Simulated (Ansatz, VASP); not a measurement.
## Ga8Se3S5 (GaS0.60Se0.40, 2H beta-epsilon mixed) in two plane-wave programs

Aim: how closely do two programs agree when they are given the same cell, functional and k mesh? The cell is invented: As first built, before any earlier steps moved the atoms or strained the cell (in the runner's words): 2x2x1 conventional cells of the GaS type (32 atoms: 10 S, 16 Ga, 6 Se); S/Se share their sites, the best of 600 random draws by like-pair counts in two shells; start lattice by linear mixing of the end members' cells; atoms moved at random by 0.02 A. It may not be a known or stable phase. Of the first pair: The structure shown is the end of the Ansatz relaxation below.

Program: Ansatz 0.2.0. Level of theory: plane waves, with VASP 6.6.1 beside it; PBE, PBEsol and LDA. Results are calculated unless marked as measured.

## 1. Starting point

The cell holds 32 atoms: 10 S, 16 Ga and 6 Se. Its edges and angles: a = 7.401 Å, b = 7.403 Å, c = 18.214 Å, α = 90.0°, β = 90.2°, γ = 120.0°. It derives from GaS (GaS type, space group 194), repeated 2×2×1. As first built, before any earlier steps moved the atoms or strained the cell (in the runner's words): 2x2x1 conventional cells of the GaS type (32 atoms: 10 S, 16 Ga, 6 Se); S/Se share their sites, the best of 600 random draws by like-pair counts in two shells; start lattice by linear mixing of the end members' cells; atoms moved at random by 0.02 A.

## 2. Ansatz: relaxation, PBE

Ansatz runs on its default PAW (the set named soft_2) files.

This run makes the geometry at which the two programs are then compared.

Contents of input.yaml:

```yaml
crystal:
  lattice:
    - [7.40052, -0.00119, -0.01041]
    - [-3.70129, 6.41089, 0.0009]
    - [-0.02235, -0.01067, 18.21372]
  atoms:
    - { symbol: S, position: [0.16417, 0.33174, 0.87704] }
    - { symbol: S, position: [0.33617, 0.66791, 0.12582] }
    - { symbol: S, position: [0.16418, 0.83174, 0.87703] }
    - { symbol: S, position: [0.33809, 0.66872, 0.37678] }
    - { symbol: S, position: [0.66218, 0.33091, 0.62637] }
    - { symbol: S, position: [0.66422, 0.33178, 0.87735] }
    - { symbol: S, position: [0.83831, 0.16881, 0.37646] }
    - { symbol: S, position: [0.66219, 0.83092, 0.62637] }
    - { symbol: S, position: [0.66424, 0.83178, 0.87734] }
    - { symbol: S, position: [0.83838, 0.66884, 0.3765] }
    - { symbol: Ga, position: [0.17157, 0.33844, 0.18338] }
    - { symbol: Ga, position: [0.33296, 0.16627, 0.68374] }
    - { symbol: Ga, position: [0.16951, 0.33722, 0.31893] }
    - { symbol: Ga, position: [0.33051, 0.16496, 0.8194] }
    - { symbol: Ga, position: [0.17168, 0.83282, 0.18341] }
    - { symbol: Ga, position: [0.33293, 0.66625, 0.68368] }
    - { symbol: Ga, position: [0.16954, 0.83173, 0.31896] }
    - { symbol: Ga, position: [0.33061, 0.66497, 0.81936] }
    - { symbol: Ga, position: [0.67038, 0.33499, 0.18343] }
    - { symbol: Ga, position: [0.82618, 0.16287, 0.68384] }
    - { symbol: Ga, position: [0.67464, 0.33703, 0.3189] }
    - { symbol: Ga, position: [0.83012, 0.16476, 0.81954] }
    - { symbol: Ga, position: [0.66655, 0.83303, 0.18312] }
    - { symbol: Ga, position: [0.82617, 0.66288, 0.68382] }
    - { symbol: Ga, position: [0.67086, 0.83507, 0.31869] }
    - { symbol: Ga, position: [0.83013, 0.66478, 0.81953] }
    - { symbol: Se, position: [0.16239, 0.331, 0.61659] }
    - { symbol: Se, position: [0.33635, 0.16803, 0.11654] }
    - { symbol: Se, position: [0.33829, 0.16884, 0.38617] }
    - { symbol: Se, position: [0.1624, 0.83105, 0.61659] }
    - { symbol: Se, position: [0.83599, 0.168, 0.11614] }
    - { symbol: Se, position: [0.83609, 0.66766, 0.11615] }
kpoints:
  mp_grid: { grid: [3, 3, 1] }
hamiltonian:
  xc: pbe
scf:
  occupations: { method: fixed }
output:
  forces: true
  stress: true
relax:
  f_tol: 0.02
  max_steps: 25
  cell: { stress_tol: 0.1 }
basis:
  ecutwfc: "350 eV"
```

On the command line:

```bash
$ ansatz run input.yaml --threads 8 --pin off --max-ram 15360MiB --backend cpu --events-out ev --progress --plain --runs-dir out
```

Numbers of over 12 decimals in the logs are rounded to 6 here.

What it wrote:

```text
Warning: basis.ecutwfc = 350 eV is below the records' recommended 420 eV, and the density's cutoff is lower with it unless basis.ecutrho_ratio is high enough to keep the records' density cutoff: compare with a run at a higher cutoff
The last accepted step is kept in <dir> (removed where the run ends without a failure and the disk answers)
Engine: ansatz 0.2.0, aarch64-unknown-linux-gnu
Pseudopotentials: kind: paw
Pseudopotential: S, paw, valence charge 6, recommended cutoff 420 eV (normal), S.paw.azcp
Pseudopotential: Ga, paw, valence charge 13, recommended cutoff 420 eV (normal), Ga.paw.azcp
Pseudopotential: Se, paw, valence charge 16, recommended cutoff 420 eV (normal), Se.paw.azcp
Functional definition: PBE
  parameter kappa = 0.804
  parameter beta = 0.066725
  exchange = pbe_x(kappa = kappa, mu = beta*pi^2/3)
  correlation = pbe_c(beta = beta)
Crystal: 32 atoms, lattice volume = 864.048 Å³
Basis set: ecut = 350 eV, 12829 PW (Γ), exchange–correlation on 96×96×240 points (8 copies of the dense FFT grid, shifted against one another)
Bands: 219, of which v1, the nominal top of the filled ones, is band 182 counted from 1 (181 counted from 0)
Symmetry: 1 space group operations
Space group: P1 (ITA 1), of the structure as read, at distance tolerance 9.5e-5 Å
k-points: 5 of 9 (time reversal used)
Non-local potential: S, projectors of the file, l = 0: 2, l = 1: 2, l = 2: 2
Non-local potential: Ga, projectors of the file, l = 0: 2, l = 1: 2, l = 2: 3, l = 3: 1
Non-local potential: Se, projectors of the file, l = 0: 2, l = 1: 2, l = 2: 3, l = 3: 1
PAW form: soft (Blöchl's): semilocal exchange-correlation on the pseudo side does not see the compensation charge
PAW one-centre angular grid: S, 110 points (default); XC on 64 Gauss nodes
PAW one-centre angular grid: Ga, 590 points (default); XC on 64 Gauss nodes
PAW one-centre angular grid: Se, 590 points (default); XC on 64 Gauss nodes
Initial density: superposition of atomic densities (neutral atoms: chi_scale 0, normalization atom), corrected by the library's trained network
Initial wavefunctions: pseudopotential atomic-orbital guess
Functional: x = pbe(κ = 0.804, μ = 0.219515), c = pbe(β = 0.066725)
SCF iter   1: F=—  HF=-102383.366753 eV  |F-HF|=—  |Δ(HF+E_count)|=         —  Δρ=1.52e-3  dr2=3.22e-2  ethr=1.77e-3  ⟨swp⟩=5.0  Hψ=3261  notcnv=0  defer=169
preconditioner: auto → Resta (q_TF=auto, 2.362 Å⁻¹)  ε∞=3.4  [insulator: Δε(μ)=1.774 eV  Ē_g=14.114 eV  n_scr=186 (ndim 8)  ℏωp=22.0 eV  f_vac=0.197  ε∞_Penn≈3.4]
SCF iter   2: F=—  HF=-102383.342718 eV  |F-HF|=—  |Δ(HF+E_count)|=   2.40e-2  Δρ=8.13e-4  dr2=6.72e-3  ethr=8.86e-6  ⟨swp⟩=2.0  Hψ=1985  notcnv=0  defer=175
SCF iter   3: F=—  HF=-102383.344940 eV  |F-HF|=—  |Δ(HF+E_count)|=   2.22e-3  Δρ=5.12e-4  dr2=2.04e-3  ethr=1.85e-6  ⟨swp⟩=2.4  Hψ=1869  notcnv=0  defer=175
SCF iter   4: F=—  HF=-102383.343927 eV  |F-HF|=—  |Δ(HF+E_count)|=   1.01e-3  Δρ=1.66e-4  dr2=2.69e-4  ethr=5.62e-7  ⟨swp⟩=2.0  Hψ=1706  notcnv=0  defer=175
SCF iter   5: F=—  HF=-102383.344092 eV  |F-HF|=—  |Δ(HF+E_count)|=   1.66e-4  Δρ=6.95e-5  dr2=1.31e-4  ethr=7.38e-8  ⟨swp⟩=2.0  Hψ=1857  notcnv=0  defer=163
SCF iter   6: F=—  HF=-102383.344083 eV  |F-HF|=—  |Δ(HF+E_count)|=   9.10e-6  Δρ=3.27e-5  dr2=3.26e-5  ethr=3.61e-8  ⟨swp⟩=2.0  Hψ=1841  notcnv=0  defer=160
SCF iter   7: F=—  HF=-102383.344124 eV  |F-HF|=—  |Δ(HF+E_count)|=   4.11e-5  Δρ=1.41e-5  dr2=6.37e-6  ethr=8.96e-9  ⟨swp⟩=2.4  Hψ=1577  notcnv=0  defer=163
SCF iter   8: F=—  HF=-102383.344124 eV  |F-HF|=—  |Δ(HF+E_count)|=   8.57e-7  Δρ=5.29e-6  dr2=7.84e-7  ethr=1.75e-9  ⟨swp⟩=2.0  Hψ=1817  notcnv=0  defer=163
SCF iter   9: F=-102383.344124 eV  HF=-102383.344124 eV  |F-HF|=1.16e-8  |Δ(HF+E_count)|=   3.66e-8  Δρ=2.33e-6  dr2=9.87e-8  ethr=2.75e-11  ⟨swp⟩=2.0  Hψ=3881  notcnv=0
SCF 1 converged in 9 iterations: F = -102383.344124 eV  dr2 = 9.87e-8
  greatest PAW one-centre occupation: 1.000 electrons in one spin orbital (limit 2), on the Se atom at site 30 (counted from 0), in its partial waves of l = 2
relax step   1: F+E_penalty+E_count = -102383.34412355 eV  Δ(F+E_penalty+E_count) = +0.000e0 eV  max|allowed force component| = 5.733e-3 eV/Å  Δτ_max = 0.0000 Å  P = +0.014 GPa  Ω = 864.048 Å³  (9 SCF iters, dr2 threshold 1.00e-7 eV, accepted)
Initial density: handed on by an earlier stage of this run
Initial wavefunctions: pseudopotential atomic-orbital guess (no wavefunctions were taken with the density)
iter 1 solved again at ethr=1.87e-7 eV; its pass at ethr=3.10e-3 eV (dr2=6.81e-4 eV) is discarded
SCF iter   1: F=—  HF=-102383.344074 eV  |F-HF|=—  |Δ(HF+E_count)|=         —  Δρ=2.51e-6  dr2=1.02e-7  ethr=1.87e-7  ⟨swp⟩=3.0  Hψ=6155  notcnv=0  defer=175
eigensolver tolerance schedule: the retry pair's looser diagonalisation over-reported the residual by 6661.97 of it (diagonalisation noise at 0.67 of the residual, at the tolerance the schedule requests for it); recorded, not acted on — ethr = c·dr2/N_el stays at c = 1.0e-1
preconditioner: auto → Resta (q_TF=auto, 2.362 Å⁻¹)  ε∞=3.4  [insulator: Δε(μ)=1.766 eV  Ē_g=14.124 eV  n_scr=186 (ndim 8)  ℏωp=22.0 eV  f_vac=0.197  ε∞_Penn≈3.4]
[...]
SCF 2 converged in 5 iterations: F = -102383.344124 eV  dr2 = 9.88e-10
relax step   2: F+E_penalty+E_count = -102383.34412359 eV  Δ(F+E_penalty+E_count) = -4.024e-8 eV  max|allowed force component| = 5.717e-3 eV/Å  Δτ_max = 0.0000 Å  P = +0.014 GPa  Ω = 864.048 Å³  stress off target by 2.39e-2 GPa  SCF on the basis re-selected at this cell (its energy is not comparable with the rows above)  (5 SCF iters)
basis re-selected at this cell: Δ(F+E_penalty+E_count) = -4.024e-8 eV, ΔP = -0.000 GPa vs the last step (what re-selecting the basis moved, of the pressure what is left beyond the Pulay correction that the steps carried, after the strain that the cell walked since its last selection, with what the two solves' SCF thresholds leave and, on support functions, any second-order correction that the steps lacked; it is no m [...]
SCF converged after 5 iterations
Free energy (F): -102383.344124 eV
Harris-Foulkes:  -102383.344124 eV  (|F-HF|=6.84e-10)
Internal energy: -102383.344124 eV  (E = F + TS)
E sigma→0 (E₀):  -102383.344124 eV
Fermi energy:    4.265032 eV
--- Per-component energies (eV) ---
  E_band       = -4288.682532
  E_kinetic    = 3611.270091
  E_local      = -66926.870502  (includes V_loc(G=0)·N_el)
  E_nonlocal   = 3516.015030
  E_hartree    = 31610.461263
  E_xc         = -2690.854417
  E_vxc        = -2375.994217  (∫ρ·V_xc dr)
  E_paw        = -49301.914588  (= ΣΔE_a)
  E_vpaw       = -5334.050943  (= ΣTr[D̂ρ^β])
  E_aug_tail   = 0.025657  (compensation charges beyond the density's cutoff)
  E_ewald      = -22201.476658
  E_smearing   = -0.000000  (= −TS)
  E_closure    = -0.000000  (closes the sum)
  Σ components = -102383.344124   (vs F -102383.344124, Δ=0.00e0)
--- Forces (eV/Å), atoms counted from 1 ---
  atom   1  S     -0.00127110     0.00088754     0.00207821
  atom   2  S      0.00011409     0.00096770    -0.00571666
  atom   3  S     -0.00000491    -0.00096823     0.00174453
  atom   4  S      0.00178144    -0.00057702     0.00325101
  atom   5  S      0.00016044    -0.00071127    -0.00392306
  atom   6  S      0.00012559     0.00050966     0.00126675
  atom   7  S      0.00030732     0.00062792     0.00365810
  atom   8  S      0.00017752     0.00065149    -0.00492024
  atom   9  S      0.00001012     0.00033355     0.00175574
  atom  10  S     -0.00110352    -0.00137711     0.00194397
  atom  11  Ga     0.00049149    -0.00060728     0.00088614
  atom  12  Ga    -0.00213264    -0.00102170    -0.00100868
  atom  13  Ga     0.00052232    -0.00090393     0.00013939
  atom  14  Ga     0.00240305     0.00034084    -0.00011934
  atom  15  Ga    -0.00137382    -0.00122801    -0.00059913
  atom  16  Ga    -0.00030616    -0.00045839     0.00195547
  atom  17  Ga    -0.00024003     0.00163785    -0.00144212
  atom  18  Ga    -0.00106785     0.00060106     0.00267519
  atom  19  Ga     0.00049547     0.00050905    -0.00020734
  atom  20  Ga     0.00133161     0.00039511    -0.00131581
  atom  21  Ga    -0.00117653    -0.00054757     0.00331509
  atom  22  Ga    -0.00007329    -0.00026779     0.00213600
  atom  23  Ga     0.00121667     0.00007882    -0.00218979
  atom  24  Ga     0.00114252     0.00114941     0.00129869
  atom  25  Ga    -0.00007694     0.00118742     0.00170498
  atom  26  Ga     0.00044668    -0.00053892     0.00128932
  atom  27  Se    -0.00072409    -0.00067589    -0.00221456
  atom  28  Se    -0.00048390    -0.00072503    -0.00282878
  atom  29  Se     0.00071941     0.00088198     0.00262949
  atom  30  Se    -0.00045137    -0.00036634    -0.00241467
  atom  31  Se     0.00003353    -0.00087460    -0.00224992
  atom  32  Se    -0.00099213     0.00109070    -0.00257733
  max |Σ_I F_I| component: 1.03e-6 eV/Å
--- Stress (GPa, compression-positive) ---
        0.011079       0.001599       0.000590
        0.001599       0.008447       0.000634
        0.000590       0.000634       0.023819
  P = ⅓ Tr σ = 0.0144 GPa (0.144 kbar)
--- Relaxed structure (1 steps of the walk, 1 accepted, 1 SCFs on fresh bases) ---
  F+E_penalty+E_count = -102383.34412359 eV   max|allowed force component| = 5.717e-3 eV/Å   (the final SCF, on the basis selected at the relaxed cell)
  cell:  # Å, volume = 864.0482 Å³
    - [7.40052, -0.00119, -0.01041]
    - [-3.70129, 6.41089, 0.0009]
    - [-0.02235, -0.01067, 18.21372]
  atoms:
    - { symbol: S, position: [0.16417, 0.331740, 0.877040] }
    - { symbol: S, position: [0.33617, 0.667910, 0.125820] }
    - { symbol: S, position: [0.164180, 0.83174, 0.87703] }
    - { symbol: S, position: [0.338090, 0.66872, 0.37678] }
    - { symbol: S, position: [0.662180, 0.33091, 0.626370] }
    - { symbol: S, position: [0.664220, 0.33178, 0.87735] }
    - { symbol: S, position: [0.838310, 0.168810, 0.37646] }
    - { symbol: S, position: [0.662190, 0.83092, 0.626370] }
    - { symbol: S, position: [0.664240, 0.831780, 0.877340] }
    - { symbol: S, position: [0.83838, 0.668840, 0.3765] }
    - { symbol: Ga, position: [0.171570, 0.33844, 0.183380] }
    - { symbol: Ga, position: [0.332960, 0.16627, 0.683740] }
    - { symbol: Ga, position: [0.169510, 0.337220, 0.318930] }
    - { symbol: Ga, position: [0.330510, 0.16496, 0.8194] }
    - { symbol: Ga, position: [0.171680, 0.832820, 0.183410] }
    - { symbol: Ga, position: [0.332930, 0.666250, 0.68368] }
    - { symbol: Ga, position: [0.169540, 0.831730, 0.31896] }
    - { symbol: Ga, position: [0.330610, 0.66497, 0.819360] }
    - { symbol: Ga, position: [0.670380, 0.33499, 0.18343] }
    - { symbol: Ga, position: [0.826180, 0.162870, 0.683840] }
    - { symbol: Ga, position: [0.67464, 0.337030, 0.3189] }
    - { symbol: Ga, position: [0.830120, 0.164760, 0.81954] }
    - { symbol: Ga, position: [0.666550, 0.83303, 0.18312] }
    - { symbol: Ga, position: [0.82617, 0.66288, 0.68382] }
    - { symbol: Ga, position: [0.670860, 0.835070, 0.31869] }
    - { symbol: Ga, position: [0.830130, 0.66478, 0.81953] }
    - { symbol: Se, position: [0.162390, 0.331, 0.616590] }
    - { symbol: Se, position: [0.336350, 0.168030, 0.11654] }
    - { symbol: Se, position: [0.338290, 0.16884, 0.38617] }
    - { symbol: Se, position: [0.1624, 0.831050, 0.616590] }
    - { symbol: Se, position: [0.835990, 0.168, 0.116140] }
    - { symbol: Se, position: [0.83609, 0.667660, 0.116150] }
```

## 3. VASP: single point, PBE, relaxed cell

The same cell, functional and mesh now go to VASP, with its own data sets.

Lines of VASP's logs that name or quote its potential files are left out, and so is its time.

Contents of INCAR:

```
SYSTEM = Ga8Se3S5
PREC = Accurate
ENCUT = 500
EDIFF = 1E-06
NELM = 120
ISMEAR = 0
SIGMA = 0.01
LREAL = Auto
ALGO = Normal
GGA = PE
NBANDS = 176
LORBIT = 11
LWAVE = .FALSE.
LCHARG = .FALSE.
ISIF = 2
LASPH = .TRUE.
GGA_COMPAT = .FALSE.
EFERMI = MIDGAP
KPAR = 4
```

Contents of POSCAR:

```
Ga8Se3S5
1.0
    7.4005200000     -0.0011900000     -0.0104100000
   -3.7012900000      6.4108900000      0.0009000000
   -0.0223500000     -0.0106700000     18.2137200000
S Ga Se
10 16 6
Direct
    0.1641700000      0.3317400000      0.8770400000
    0.3361700000      0.6679100000      0.1258200000
    0.1641800000      0.8317400000      0.8770300000
    0.3380900000      0.6687200000      0.3767800000
    0.6621800000      0.3309100000      0.6263700000
    0.6642200000      0.3317800000      0.8773500000
    0.8383100000      0.1688100000      0.3764600000
    0.6621900000      0.8309200000      0.6263700000
    0.6642400000      0.8317800000      0.8773400000
    0.8383800000      0.6688400000      0.3765000000
    0.1715700000      0.3384400000      0.1833800000
    0.3329600000      0.1662700000      0.6837400000
    0.1695100000      0.3372200000      0.3189300000
    0.3305100000      0.1649600000      0.8194000000
    0.1716800000      0.8328200000      0.1834100000
    0.3329300000      0.6662500000      0.6836800000
    0.1695400000      0.8317300000      0.3189600000
    0.3306100000      0.6649700000      0.8193600000
    0.6703800000      0.3349900000      0.1834300000
    0.8261800000      0.1628700000      0.6838400000
    0.6746400000      0.3370300000      0.3189000000
    0.8301200000      0.1647600000      0.8195400000
    0.6665500000      0.8330300000      0.1831200000
    0.8261700000      0.6628800000      0.6838200000
    0.6708600000      0.8350700000      0.3186900000
    0.8301300000      0.6647800000      0.8195300000
    0.1623900000      0.3310000000      0.6165900000
    0.3363500000      0.1680300000      0.1165400000
    0.3382900000      0.1688400000      0.3861700000
    0.1624000000      0.8310500000      0.6165900000
    0.8359900000      0.1680000000      0.1161400000
    0.8360900000      0.6676600000      0.1161500000
```

Contents of KPOINTS:

```
Automatic mesh
0
Gamma
3 3 1
0 0 0
```

Potentials, in the order of the species: S, Ga_d and Se (PBE family, release 64).

On the command line:

```bash
$ mpirun -np 4 vasp_std
```

What it wrote:

```text
[banner, memory and clock lines left out]
running    4 mpi-ranks, on    1 nodes
[...]
LDA part: xc-table for (Slater+PW92), standard interpolation
 POSCAR, INCAR and KPOINTS ok, starting setup
[...]
entering main loop
       N       E                     dE             d eps       ncg     rms          rms(c)
DAV:   1     0.394884079540E+04    0.39488E+04   -0.12152E+05  1824   0.229E+03
DAV:   2     0.907627923867E+03   -0.30412E+04   -0.29495E+04  1784   0.681E+02
DAV:   3    -0.137520081312E+02   -0.92138E+03   -0.87604E+03  2256   0.238E+02
DAV:   4    -0.122506858193E+03   -0.10875E+03   -0.10696E+03  2136   0.797E+01
[...]
DAV:  17    -0.128643375105E+03    0.72518E-05   -0.49382E-05  2360   0.549E-02    0.203E-02
DAV:  18    -0.128643376713E+03   -0.16076E-05   -0.29109E-05  2256   0.291E-02    0.145E-02
DAV:  19    -0.128643377509E+03   -0.79666E-06   -0.85526E-06  1536   0.161E-02
   1 F= -.12864338E+03 E0= -.12864338E+03  d E =0.000000E+00
```

Parts of OUTCAR (step 3):

```text
  Total        0.1542596      0.1422409      0.3300013      0.0055650      0.0017106      0.0027251
  in kB        0.2860387      0.2637529      0.6119110      0.0103189      0.0031718      0.0050530
  external PRESSURE =       0.3872342 kB  Pullay stress =       0.0000000 kB

 POSITION                                       TOTAL-FORCE (eV/Angst)
 -----------------------------------------------------------------------------------
     -0.03252      2.11720     15.97275         0.001233      0.003983      0.010744
      0.01289      4.28015      2.28875         0.000871      0.002052     -0.014351
     -1.88310      5.32264     15.97302         0.002430      0.002038      0.010663
      0.01849      4.28267      6.85965         0.002149     -0.000531      0.007872
      3.66168      2.11396     11.40193        -0.003178     -0.003601     -0.011248
      3.66795      2.11685     15.97319         0.001545      0.002338      0.008968
      5.57070      1.07721      6.84816         0.001018      0.001903      0.008219
      1.81108      5.31947     11.40238        -0.002901     -0.002135     -0.012657
      1.81745      5.32230     15.97346         0.001149      0.002112      0.009851
      3.72046      4.28284      6.84934         0.000583     -0.000503      0.006143
      0.01294      2.16754      3.33855         0.000406      0.014914      0.018713
      1.83338      1.05825     12.45013         0.010324      0.005787      0.018936
     -0.00081      2.15828      5.80744        -0.011681      0.007552     -0.008898
      1.81707      1.04840     14.92103         0.001522     -0.000432     -0.005136
[...]
-----------------------------------------------------------------------------------
    total drift:                                0.008447      0.009167      0.015833

  FREE ENERGIE OF THE ION-ELECTRON SYSTEM (eV)
  ---------------------------------------------------
  free  energy   TOTEN  =      -128.6433775094 eV

  energy  without entropy=     -128.6433775094  energy(sigma->0) =     -128.64337751

[... 3 further parts left out ...]
[key lines of the parts left out:]
E-fermi :   2.6161
```

The run ends at a pressure of 0.04 GPa, with forces up to 0.029 eV/Å.

(Continued in part 2 of 3.)

[Lines on the potential files, build, host, timing and source positions are cut from VASP's logs without a mark.]

[Logs are printed without paths, hosts, clocks, repeated set-up lines and the standing remarks that a program may print on its own settings, such as how far it seeks lower states.]

[Hosts, paths, dates, database ids (printed as entryN), source tags and the programs' standing remarks are cut or masked in the printed files.]
